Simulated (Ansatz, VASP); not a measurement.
**Two plane-wave programs on ZrB2**

```
Zr B
1.0
     3.19340    0.00000    0.00000
    -1.59670    2.76556    0.00000
     0.00000    0.00000    3.45769
Zr B
1 2
Direct
  0.00000 0.00000 0.00000
  0.33333 0.66667 0.50000
  0.66667 0.33333 0.50000
```

Alike in both runs: task single point; functional r2SCAN; k mesh 12 × 12 × 10; occupations gaussian, width 0.05 eV; no spin polarisation.

|  | VASP | Ansatz |
| --- | --- | --- |
| version | VASP 6.6.1 | Ansatz 0.2.0 |
| potentials or method | VASP PAW PBE potentials, release 64 (Zr_sv, B) | scalar-relativistic, plane waves, PAW |
| plane-wave cutoff (eV) | 520 | 500 |
| valence electrons in the cell | 18 | 18 |

|  | VASP | Ansatz | Ansatz less VASP |
| --- | --- | --- | --- |
| gap on the k mesh at the Fermi level (eV) | none | none | - |
| pressure (GPa) | 2.2 | 2.1 | -0.10 |
| largest component of the traceless stress (GPa) | 7.98 | 7.97 | -0.012 |

A gap of «none» marks a metal or a gap that the smearing closes. With one functional, cell and mesh, what is left measures potentials, basis and numerics.

Caveats: the PAW data sets were made with another functional, which shifts forces and pressure a little (VASP).
